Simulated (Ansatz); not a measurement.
A run of Ansatz 0.2.0 is set up as follows.

File input.yaml:

```yaml
crystal:
  lattice:
    - [-1.62547, 1.62547, 2.4737]
    - [1.62547, -1.62547, 2.4737]
    - [1.62547, 1.62547, -2.4737]
  atoms:
    - { symbol: In, position: [0.0, 0.0, 0.0] }
hamiltonian:
  xc: pbesol
  pseudopotentials: { kind: paw }
kpoints:
  mp_grid: { grid: [10, 10, 10] }
scf:
  occupations: { method: fermi_dirac, width: 0.05 }
output:
  forces: true
  stress: true
elastic:
  mode: relaxed_ion
  stencil: two_point
```

Potentials or basis: Ansatz PAW.

Run with:

```sh
$ ansatz run input.yaml --threads 2 --pin off --max-ram 5632MiB --backend cpu --events-out ev --progress --plain --runs-dir out
```

Problem. What does it give for the Voigt bulk modulus?

Solution. 40 GPa.

Problem. What does it give for the band gap on the k mesh?

Solution. None (metal or under the smearing width).

Stress tensor (GPa, compression positive):
```
-0.05  0.00  0.00
 0.00 -0.05  0.00
 0.00  0.00 -2.80
```

Caveat: the elastic tensor has a negative eigenvalue, so either the cell is unstable as it stands or the mesh is too thin; the PAW data sets come from PBE, with cores solved anew for the run's functional, which leaves a small shift of forces and pressure.
